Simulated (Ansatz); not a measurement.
# Pb in Ansatz: the effect of strain

Crystal: Pb.

```
Pb
1.0
     3.51480    0.00000    0.00000
    -1.75740    3.01377    0.00000
     0.00000    0.00000    5.59000
Pb
2
Direct
  0.66667 0.33333 0.75000
  0.33333 0.66667 0.25000
```

The cell isn't the ideal one: strained by +1 %.

Alike in all runs:

| Quantity | Value |
| --- | --- |
| Program | Ansatz 0.2.0 |
| Task | relaxation of the atoms |
| Functional | PBE |
| Potentials or basis | Ansatz PAW |
| Cutoff | 420 eV (not typed: the program's choice for these potentials) |
| k mesh | 9 × 9 × 5 |
| Occupations | fermi-dirac, width 0.05 eV |
| Spin | no spin polarisation |

Each run relaxes the cell or the atoms first.

```tsv
strain	pressure (GPa)
0.01	3.7
0.02	3.2
0.04	?
```

Question: What does the run with strain 0.04 give?

Answer: Pressure 2.4 GPa.

Caveats: the thresholds are loose for stress.
